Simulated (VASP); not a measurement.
BAs:

```
B As
1.0
     0.00000    2.38850    2.38850
     2.38850    0.00000    2.38850
     2.38850    2.38850    0.00000
B As
1 1
Cartesian
  0.0000 0.0000 0.0000
  1.1943 1.1943 1.1943
```

```yaml
Program: VASP 6.6.1
Task: relaxation of cell and atoms
Functional: LDA
Potentials_or_basis: VASP PAW LDA potentials, release 64 (B, As)
Cutoff: 600 eV
k_mesh: 10 × 10 × 10
Occupations: gaussian, width 0.03 eV
Spin: no spin polarisation
```

At the start: pressure -3.1 GPa; volume 13.63 Å³/atom.

Task: How do energy, volume and symmetry change on relaxing?

Result: Over 3 steps the energy falls by 2.9 meV/atom and the volume is 13.33 Å³/atom (-2.2 %); space group F-43m (No. 216, to 0.05 Å).

Step by step:
```tsv
step	energy change (eV)	largest force (eV/Å)	pressure (GPa)	volume (Å³)
1	0.0000	0.0000	-3.09	27.25
2	-0.0025	0.0000	2.51	26.23
3	-0.0058	0.0000	-0.01	26.66
```

Final structure:
```
CELL_PARAMETERS angstrom
0.00000 2.37115 2.37115
2.37115 0.00000 2.37115
2.37115 2.37115 0.00000
ATOMIC_POSITIONS crystal
B 0.00000 0.00000 0.00000
As 0.25000 0.25000 0.25000
```
